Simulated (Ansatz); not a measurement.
# Ga (Cmcm) in Ansatz: reference runs

How does Ga come out in PBEsol? The cell is run as given and disturbed.

Program: Ansatz 0.2.0. These are calculated values, not measurements. Logs are shortened: lines on timing, memory, paths and dates and some standing lists are left out, and cuts for length are marked.

### Step 1. Starting point

Symmetry: Cmcm, No. 63, orthorhombic system. Conventional cell: a = 2.900 Å, b = 8.130 Å, c = 3.170 Å, α = 90.00°, β = 90.00°, γ = 90.00°. Ga (site symmetry m2m) has 8 Ga at 2.68 to 2.90 Å as nearest neighbours.

This isn't the form of Ga at room conditions, which is orthorhombic.

### Step 2. Single point, PBEsol

Input file input.yaml:

```yaml
crystal:
  lattice:
    - [1.45, -4.065, 0.0]
    - [1.45, 4.065, 0.0]
    - [0.0, 0.0, 3.17]
  atoms:
    - { symbol: Ga, position: [0.133, 0.867, 0.75] }
    - { symbol: Ga, position: [0.867, 0.133, 0.25] }
hamiltonian:
  xc: pbesol
  pseudopotentials: { kind: paw }
kpoints:
  mp_grid: { grid: [10, 10, 8] }
scf:
  occupations: { method: fermi_dirac, width: 0.05 }
output:
  forces: true
  stress: true
  eigenvalues: true
```

Potentials or basis: Ansatz PAW.

Started as:

```
ansatz run input.yaml --threads 2 --pin off --max-ram 5632MiB --backend cpu --events-out ev --progress --plain --runs-dir out
```

The log of the run:

```text
Warning: RAYON_NUM_THREADS=2 ignored (pool sized by the plan → 2); use --threads N
Engine: ansatz 0.2.0, aarch64-unknown-linux-gnu
Pseudopotentials: kind: paw
Pseudopotential: Ga, paw, valence charge 13, recommended cutoff 420 eV (normal), Ga.paw.azcp
Functional definition: PBEsol
  exchange = pbesol_x
  correlation = pbesol_c
Crystal: 2 atoms, lattice volume = 37.370 Å³
Basis set: ecut = 420 eV, 723 PW (Γ), exchange–correlation on 60×60×48 points (8 copies of the dense FFT grid, shifted against one another)
Bands: 17, of which v1, the nominal top of the filled ones, is band 13 counted from 1 (12 counted from 0)
Symmetry: 8 space group operations
Space group: Cmcm (ITA 63), of the structure as read, at distance tolerance 3.3e-5 Å
k-points: 155 of 800
Non-local potential: Ga, projectors of the file, l = 0: 2, l = 1: 2, l = 2: 3, l = 3: 1
PAW form: soft (Blöchl's): semilocal exchange-correlation on the pseudo side does not see the compensation charge
PAW frozen core: Ga, regenerated for the run's functional, and the local potential with it (the file was generated under x = pbe(κ = 0.804, μ = 0.2195149727645171), c = pbe(β = 0.06672455060314922))
PAW one-centre angular grid: Ga, 590 points (default); XC on 64 Gauss nodes
Initial density: superposition of atomic densities (neutral atoms: chi_scale 0, normalization atom), corrected by the library's trained network
Initial wavefunctions: pseudopotential atomic-orbital guess
Functional: x = pbesol(κ = 0.804, μ = 0.12345679012345678), c = pbesol(β = 0.046)
SCF iter   1: F=—  HF=-7486.381428 eV  |F-HF|=—  |Δ(HF+E_count)|=         —  Δρ=1.99e-3  dr2=1.17e-3  ethr=1.77e-3  ⟨swp⟩=5.6  Hψ=12354  notcnv=0
preconditioner: auto → Kerker (q_TF=auto, 2.568 Å⁻¹)  [metal: Δε(μ)=0.101 eV  Ē_g=17.083 eV  σ=0.050 eV  W_gap=0.45  n_scr=12 (ndim 8)  ℏωp=31.0 eV  f_vac=0.000  D(μ)=0.33/eV (n_scr^D=0)]
SCF iter   2: F=—  HF=-7486.380171 eV  |F-HF|=—  |Δ(HF+E_count)|=   1.26e-3  Δρ=1.07e-3  dr2=4.33e-4  ethr=4.49e-6  ⟨swp⟩=2.0  Hψ=5570  notcnv=0
SCF iter   3: F=—  HF=-7486.380111 eV  |F-HF|=—  |Δ(HF+E_count)|=   5.97e-5  Δρ=4.35e-4  dr2=1.02e-4  ethr=1.66e-6  ⟨swp⟩=1.1  Hψ=2773  notcnv=0
SCF iter   4: F=—  HF=-7486.380088 eV  |F-HF|=—  |Δ(HF+E_count)|=   2.27e-5  Δρ=9.57e-5  dr2=5.52e-6  ethr=3.92e-7  ⟨swp⟩=3.0  Hψ=4646  notcnv=0
SCF iter   5: F=—  HF=-7486.380085 eV  |F-HF|=—  |Δ(HF+E_count)|=   3.62e-6  Δρ=1.23e-4  dr2=2.59e-6  ethr=2.12e-8  ⟨swp⟩=2.0  Hψ=4635  notcnv=0
SCF iter   6: F=—  HF=-7486.380083 eV  |F-HF|=—  |Δ(HF+E_count)|=   1.79e-6  Δρ=2.89e-5  dr2=1.79e-7  ethr=9.96e-9  ⟨swp⟩=2.0  Hψ=4168  notcnv=0
SCF iter   7: F=-7486.380083 eV  HF=-7486.380083 eV  |F-HF|=1.76e-8  |Δ(HF+E_count)|=   1.80e-7  Δρ=7.87e-6  dr2=1.20e-8  ethr=3.85e-10  ⟨swp⟩=5.8  Hψ=12700  notcnv=0
SCF 1 converged in 7 iterations: F = -7486.380083 eV  dr2 = 1.20e-8
SCF converged after 7 iterations
Free energy (F): -7486.380083 eV
Harris-Foulkes:  -7486.380083 eV  (|F-HF|=1.76e-8)
Internal energy: -7486.377023 eV  (E = F + TS)
E sigma→0 (E₀):  -7486.378553 eV
Entropy (-TS):   -0.003059 eV (-1.530 meV/atom)
Fermi energy:    9.651463 eV
--- Per-component energies (eV) ---
  E_band       = -73.208162
  E_kinetic    = 230.114322
  E_local      = -3601.938081  (includes V_loc(G=0)·N_el)
  E_nonlocal   = 847.108146
  E_hartree    = 1690.345124
  E_xc         = -137.813025
  E_vxc        = -116.851095  (∫ρ·V_xc dr)
  E_paw        = -3892.994533  (= ΣΔE_a)
  E_vpaw       = -812.339841  (= ΣTr[D̂ρ^β])
  E_aug_tail   = -0.000241  (compensation charges beyond the density's cutoff)
  E_ewald      = -2622.924691
  E_core_change = 1.725956  (= ΣΔE_core)
  E_smearing   = -0.003059  (= −TS)
  E_closure    = -0.000000  (closes the sum)
  Σ components = -7486.380083   (vs F -7486.380083, Δ=0.00e0)
--- Forces (eV/Å), atoms counted from 1 ---
  atom   1  Ga     0.00000000    -0.21085224     0.00000000
  atom   2  Ga     0.00000000     0.21085224     0.00000000
  max |Σ_I F_I| component: 0.00e0 eV/Å
--- Stress (GPa, compression-positive) ---
       -3.740054       0.000000       0.000000
        0.000000      -1.783580       0.000000
        0.000000       0.000000      -0.821046
  P = ⅓ Tr σ = -2.1149 GPa (-21.149 kbar)
--- Band table (eV; the first three rows and the last of 155) ---
  k-point 0: bands = ["-5.4410", "-5.4163", "-5.3481", "-5.3344", "-5.1426", "-5.1252", "-5.0960", "-5.0804", "-5.0787", "-4.9191", "-1.5428", "7.4286", "8.1184", "12.5858", "16.2616", "17.5143", "18.4442"]
  k-point 1: bands = ["-5.4295", "-5.4114", "-5.3466", "-5.3098", "-5.1681", "-5.1628", "-5.0786", "-5.0633", "-5.0598", "-4.9441", "-1.3057", "7.7062", "8.0527", "10.7719", "17.7345", "18.6447", "18.7439"]
  k-point 2: bands = ["-5.4415", "-5.3507", "-5.3364", "-5.2601", "-5.2082", "-5.2079", "-5.0868", "-5.0313", "-5.0300", "-5.0031", "-0.5889", "6.7193", "8.5233", "9.8354", "16.4175", "16.4945", "18.3650"]
  k-point 154: bands = ["-5.3759", "-5.3759", "-5.2954", "-5.2954", "-5.1648", "-5.1648", "-5.0899", "-5.0899", "-5.0514", "-5.0514", "4.1112", "4.1112", "5.4550", "5.4550", "19.2728", "19.2728", "21.1024"]
```

Wall time 2.5 s (2 threads of Arm Neoverse V2, shared host); peak memory 0.36 GiB.

What came out:

| Item | Value |
| --- | --- |
| Free energy | -7486.3801 eV |
| Pressure | -2.1 GPa |
| Largest force | 0.211 eV/Å |
| Band gap on the k mesh | none (metal or under the smearing width) |

Forces on the atoms (eV/Å):
```
Ga   0.000 -0.211  0.000
Ga   0.000  0.211  0.000
```

Caveat: the PAW data sets come from PBE, with cores solved anew for the run's functional, which leaves a small shift of forces and pressure.

### Step 3. Single point, PBEsol (atoms moved at random, drawn with an rms of 0.05 Å)

input.yaml, as its differences from that of step 2:

```diff
@@ -6,4 +6,4 @@
   atoms:
-    - { symbol: Ga, position: [0.133, 0.867, 0.75] }
-    - { symbol: Ga, position: [0.867, 0.133, 0.25] }
+    - { symbol: Ga, position: [0.142651, 0.88362, 0.752161] }
+    - { symbol: Ga, position: [0.86304, 0.146187, 0.261977] }
 hamiltonian:
@@ -19 +19,5 @@
   eigenvalues: true
+  write_density: true
+  write_potential: true
+  elf: true
+  volumetric_format: npy
```

Potentials or basis: Ansatz PAW.

Started as:

```
ansatz run input.yaml --threads 2 --pin off --max-ram 5632MiB --backend cpu --events-out ev --progress --plain --runs-dir out
```

Wall time 9.6 s (2 threads of Arm Neoverse V2, shared host); peak memory 0.48 GiB.

It converged, with:

| Property | Result |
| --- | --- |
| Free energy | -7486.3841 eV |
| Pressure | -2.1 GPa |
| Largest force | 0.058 eV/Å |
| Band gap on the k mesh | none (metal or under the smearing width) |

Forces in eV/Å, atoms in the order of the input:
```
Ga  -0.009 -0.026  0.051
Ga   0.009  0.026 -0.051
```

Stress tensor (GPa, compression positive):
```
-3.22 -0.05 -0.01
-0.05 -2.06  0.00
-0.01  0.00 -1.03
```

Levels at points of the mesh, in eV from the Fermi level:
| k point | band 10 | band 11 | band 12 | band 13 | band 14 | band 15 | band 16 | band 17 |
| --- | --- | --- | --- | --- | --- | --- | --- | --- |
| (0.00, 0.00, 0.00) | -14.57 | -11.21 | -2.19 | -1.53 | 2.93 | 6.59 | 7.72 | 8.93 |
| (0.00, 0.00, -0.50) | -14.65 | -7.44 | -7.30 | 1.77 | 1.93 | 2.63 | 2.64 | 10.33 |
| (0.00, -0.50, 0.00) | -14.62 | -6.64 | -5.40 | -1.76 | -0.32 | 6.59 | 6.79 | 8.87 |
| (0.00, -0.50, -0.50) | -14.63 | -3.05 | -2.93 | -1.65 | -1.50 | 1.92 | 2.03 | 4.19 |
| (-0.50, 0.00, 0.00) | -14.63 | -6.60 | -5.48 | -1.73 | -0.31 | 6.66 | 6.87 | 8.75 |
| (-0.50, 0.00, -0.50) | -14.62 | -3.01 | -2.88 | -1.72 | -1.57 | 1.88 | 1.99 | 4.30 |
| (-0.50, -0.50, 0.00) | -14.64 | -9.29 | -8.40 | 5.03 | 5.81 | 6.05 | 7.15 | 7.20 |
| (-0.50, -0.50, -0.50) | -14.70 | -5.65 | -5.56 | -4.17 | -4.08 | 9.51 | 9.70 | 11.44 |

Caveat: the PAW data sets come from PBE, with cores solved anew for the run's functional, which leaves a small shift of forces and pressure.
